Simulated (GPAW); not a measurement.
# TePb (Fm-3m) in GPAW: settings compared, part 2 of 2

GPAW 26.7.0.

## (5) Relaxation of cell and atoms, LDA, target pressure 1 GPa, at which the enthalpy is minimised

run.py reads:

```python
from ase import Atoms
from ase.filters import FrechetCellFilter
from ase.io import write
from ase.optimize import BFGS
from ase.units import GPa
from gpaw import GPAW, PW

atoms = Atoms(['Pb', 'Te'],
              cell=[[0.0, 3.231, 3.231],
                    [3.231, 0.0, 3.231],
                    [3.231, 3.231, 0.0]],
              scaled_positions=[[0.0, 0.0, 0.0],
                                [0.5, 0.5, 0.5]],
              pbc=True)

calc = GPAW(mode=PW(600),
            xc='LDA',
            kpts={'size': (7, 7, 7), 'gamma': True},
            occupations={'name': 'methfessel-paxton', 'order': 0, 'width': 0.01},
            nbands=19,
            convergence={'density': 1e-05, 'forces': 0.0001},
            maxiter=150,
            txt='gpaw.txt')
atoms.calc = calc
opt = BFGS(FrechetCellFilter(atoms, scalar_pressure=1 * GPa), trajectory='relax.traj', logfile='-')
done = opt.run(fmax=0.02, steps=60)
calc.write('gs.gpw')
write('result.traj', atoms)
print('Converged:', done)
print('Cell:', atoms.cell.cellpar().round(4))
print('Volume:', round(atoms.get_volume(), 4))
print(atoms.get_scaled_positions().round(5))
```

Potentials or basis: the program's PAW data sets (release 1.2.1) made for this functional, pw.

Command:

```console
$ OMP_NUM_THREADS=1 python run.py
```

gpaw.txt:

```text
__  _  _
 | _ |_)|_||  |
 |__||  | ||/\| - 26.7.0

Input parameters:
  mode=PW(ecut=600.0),
  convergence={'density': 1e-05, 'forces': 0.0001},
  kpts=MonkhorstPack(size=(7, 7, 7), gamma=True),
  maxiter=150,
  nbands=19,
  occupations=Occupations(name='methfessel-paxton', order=0, width=0.01),
  xc=XC(name='LDA')

Diagonalizing LCAO Hamiltonian
Converting LCAO to pw mode

                 Te

       Pb

Atoms  # Å, Bohr magnetons
|   | symbol |        x |        y |        z |    initial magnetic moments |
|---|--------|----------|----------|----------|-----------------------------|
| 0 |     Pb | 0.000000 | 0.000000 | 0.000000 | ( 0.0000,  0.0000,  0.0000) |
| 1 |     Te | 3.231000 | 3.231000 | 3.231000 | ( 0.0000,  0.0000,  0.0000) |

Unit cell  # Å
| periodic |        x |        y |        z |  lengths |    angles |
|----------|----------|----------|----------|----------|-----------|
|      yes | 0.000000 | 3.231000 | 3.231000 | 4.569324 | 60.000000 |
|      yes | 3.231000 | 0.000000 | 3.231000 | 4.569324 | 60.000000 |
|      yes | 3.231000 | 3.231000 | 0.000000 | 4.569324 | 60.000000 |

Number of symmetries: 48
Symmetry operations  # r_c * U_cc + t_c -> r_c
|    | kind |            matrix            |
|----|------|------------------------------|
|  0 |  σ   |  1, 0, 0,  1, 0,-1,  1,-1, 0 |
|  1 |  C2  |  1, 0, 0,  1,-1, 0,  1, 0,-1 |
|  2 |  E   |  1, 0, 0,  0, 1, 0,  0, 0, 1 |
|  3 |  σ   |  1, 0, 0,  0, 0, 1,  0, 1, 0 |
|  4 |  C4  |  1, 0,-1,  1, 0, 0,  1,-1, 0 |
|  5 |  S6  |  1, 0,-1,  1,-1, 0,  1, 0, 0 |
|  6 |  σ   |  1, 0,-1,  0, 1,-1,  0, 0,-1 |
|  7 |  C3  |  1, 0,-1,  0, 0,-1,  0, 1,-1 |
|  8 |  S6  |  1,-1, 0,  1, 0, 0,  1, 0,-1 |
[... 229 lines left out ...]
Gap: 0.920 eV
Transition (v -> c):
  (s=0, k=19, n=9, [0.43, 0.43, 0.43]) -> (s=0, k=19, n=10, [0.43, 0.43, 0.43])
No difference between direct/indirect transitions

Stress tensor  # eV/Ang^3
|        x |         y |         z |
|----------|-----------|-----------|
| 0.012586 |  0.000000 |  0.000000 |
| 0.000000 |  0.012586 | -0.000000 |
| 0.000000 | -0.000000 |  0.012586 |

Forces  # eV/Ang
|        x |        y |        z |
[... 294 lines left out ...]

Unit cell  # Å
| periodic |        x |        y |         z |  lengths |    angles |
|----------|----------|----------|-----------|----------|-----------|
|      yes | 0.000000 | 3.157024 |  3.157024 | 4.464707 | 60.000000 |
|      yes | 3.157024 | 0.000000 |  3.157024 | 4.464707 | 60.000000 |
|      yes | 3.157024 | 3.157024 | -0.000000 | 4.464707 | 60.000000 |

Number of symmetries: 48
Symmetry operations  # r_c * U_cc + t_c -> r_c
|    | kind |            matrix            |
|----|------|------------------------------|
|  0 |  σ   |  1, 0, 0,  1, 0,-1,  1,-1, 0 |
|  1 |  C2  |  1, 0, 0,  1,-1, 0,  1, 0,-1 |
|  2 |  E   |  1, 0, 0,  0, 1, 0,  0, 0, 1 |
|  3 |  σ   |  1, 0, 0,  0, 0, 1,  0, 1, 0 |
|  4 |  C4  |  1, 0,-1,  1, 0, 0,  1,-1, 0 |
|  5 |  S6  |  1, 0,-1,  1,-1, 0,  1, 0, 0 |
|  6 |  σ   |  1, 0,-1,  0, 1,-1,  0, 0,-1 |
|  7 |  C3  |  1, 0,-1,  0, 0,-1,  0, 1,-1 |
|  8 |  S6  |  1,-1, 0,  1, 0, 0,  1, 0,-1 |
[... 229 lines left out ...]
Gap: 0.824 eV
Transition (v -> c):
  (s=0, k=19, n=9, [0.43, 0.43, 0.43]) -> (s=0, k=19, n=10, [0.43, 0.43, 0.43])
No difference between direct/indirect transitions

Stress tensor  # eV/Ang^3
|         x |         y |         z |
|-----------|-----------|-----------|
| -0.007693 | -0.000000 | -0.000000 |
| -0.000000 | -0.007693 | -0.000000 |
| -0.000000 | -0.000000 | -0.007693 |

Forces  # eV/Ang
|        x |        y |        z |
|----------|----------|----------|
| -0.00000 |  0.00000 | -0.00000 |  # Pb   0
|  0.00000 | -0.00000 | -0.00000 |  # Te   1
[... 5 lines left out ...]
       Pb

Atoms  # Å, Bohr magnetons
|   | symbol |         x |        y |         z |    initial magnetic moments |
|---|--------|-----------|----------|-----------|-----------------------------|
| 0 |     Pb | -0.000000 | 0.000000 | -0.000000 | ( 0.0000,  0.0000,  0.0000) |
| 1 |     Te |  3.161854 | 3.161854 |  3.161854 | ( 0.0000,  0.0000,  0.0000) |

Unit cell  # Å
| periodic |        x |         y |         z |  lengths |    angles |
|----------|----------|-----------|-----------|----------|-----------|
|      yes | 0.000000 |  3.161854 |  3.161854 | 4.471536 | 60.000000 |
|      yes | 3.161854 | -0.000000 |  3.161854 | 4.471536 | 60.000000 |
|      yes | 3.161854 |  3.161854 | -0.000000 | 4.471536 | 60.000000 |

Number of symmetries: 48
Symmetry operations  # r_c * U_cc + t_c -> r_c
|    | kind |            matrix            |
|----|------|------------------------------|
|  0 |  σ   |  1, 0, 0,  1, 0,-1,  1,-1, 0 |
|  1 |  C2  |  1, 0, 0,  1,-1, 0,  1, 0,-1 |
|  2 |  E   |  1, 0, 0,  0, 1, 0,  0, 0, 1 |
|  3 |  σ   |  1, 0, 0,  0, 0, 1,  0, 1, 0 |
|  4 |  C4  |  1, 0,-1,  1, 0, 0,  1,-1, 0 |
|  5 |  S6  |  1, 0,-1,  1,-1, 0,  1, 0, 0 |
|  6 |  σ   |  1, 0,-1,  0, 1,-1,  0, 0,-1 |
|  7 |  C3  |  1, 0,-1,  0, 0,-1,  0, 1,-1 |
|  8 |  S6  |  1,-1, 0,  1, 0, 0,  1, 0,-1 |
[... 228 lines left out ...]
Gap: 0.831 eV
Transition (v -> c):
  (s=0, k=19, n=9, [0.43, 0.43, 0.43]) -> (s=0, k=19, n=10, [0.43, 0.43, 0.43])
No difference between direct/indirect transitions

Stress tensor  # eV/Ang^3
|         x |         y |         z |
|-----------|-----------|-----------|
| -0.006151 |  0.000000 | -0.000000 |
|  0.000000 | -0.006151 | -0.000000 |
| -0.000000 | -0.000000 | -0.006151 |

Forces  # eV/Ang
|       x |        y |        z |
|---------|----------|----------|
| 0.00000 | -0.00000 |  0.00000 |  # Pb   0
| 0.00000 | -0.00000 | -0.00000 |  # Te   1

# Writing to gs.gpw (mode='')
```

Run time: 67 s. Hardware: 1 thread of Arm Neoverse V1, shared host; peak memory 0.22 GiB.

What came out:

| Item | Value |
| --- | --- |
| Free energy | -9.1097 eV |
| Relaxed volume | 31.61 Å³/atom |
| Relaxed cell | a = 4.472 Å, b = 4.472 Å, c = 4.472 Å, α = 60.00°, β = 60.00°, γ = 60.00° |
| Space group after relaxing (to 0.05 Å) | Fm-3m (No. 225) |
| Energy change on relaxing (the enthalpy is what falls) | -7.9 meV/atom |
| Ionic steps | 4 |
| Pressure after relaxing | 1.0 GPa |

The path:
| step | energy change (eV) | largest force (eV/Å) | pressure (GPa) | volume (Å³) |
| --- | --- | --- | --- | --- |
| 1 | 0.0000 | 0.0000 | -2.02 | 67.46 |
| 2 | -0.0099 | 0.0000 | -1.46 | 66.55 |
| 3 | -0.0138 | 0.0000 | 1.23 | 62.93 |
| 4 | -0.0158 | 0.0000 | 0.99 | 63.22 |

Final structure:
```cif
data_structure
_symmetry_space_group_name_H-M 'P 1'
_symmetry_Int_Tables_number 1
_cell_length_a 4.4715
_cell_length_b 4.4715
_cell_length_c 4.4715
_cell_angle_alpha 60.000
_cell_angle_beta 60.000
_cell_angle_gamma 60.000
_cell_volume 63.22
loop_
_atom_site_label
_atom_site_type_symbol
_atom_site_fract_x
_atom_site_fract_y
_atom_site_fract_z
_atom_site_occupancy
Pb1 Pb 0.00000 0.00000 0.00000 1
Te1 Te 0.50000 0.50000 0.50000 1
```

Caveat: this odd mesh misses L, where the gap lies, so gap, dielectric constants and Born charges aren't listed; later steps reuse the first step's grids.

## (6) Summary

| task | level | potentials or basis | cell | smearing | optimizer | fmax | max steps | target pressure | convergence | pressure (GPa) |
| --- | --- | --- | --- | --- | --- | --- | --- | --- | --- | --- |
| single point | PBE | GPAW PAW data sets (gpaw-data 1.2.1), pw | as given | gaussian 0.029 eV | - | - | - | - | - | 1.8 |
| single point | PBE | GPAW PAW data sets (gpaw-data 1.2.1), pw | as given | gaussian 0.03 eV | - | - | - | - | - | 1.8 |
| single point | RPBE | the program's PAW data sets (release 1.2.1) made for this functional, pw | as given | gaussian 0.1 eV | - | - | - | - | - | 3.4 |
| relaxation of cell and atoms | LDA | the program's PAW data sets (release 1.2.1) made for this functional, pw | relaxed to 1 GPa | gaussian 0.01 eV | BFGS | 0.02 eV/Å | 60 | 1 GPa | density=1e-05 forces=0.0001 | 1.0 |

Alike in all rows: no spin polarisation; k mesh 7 × 7 × 7; cutoff (eV) 600.

Caveats: later steps reuse the first step's grids (some runs).

Absolute energies hang on the potentials; compare differences alone.
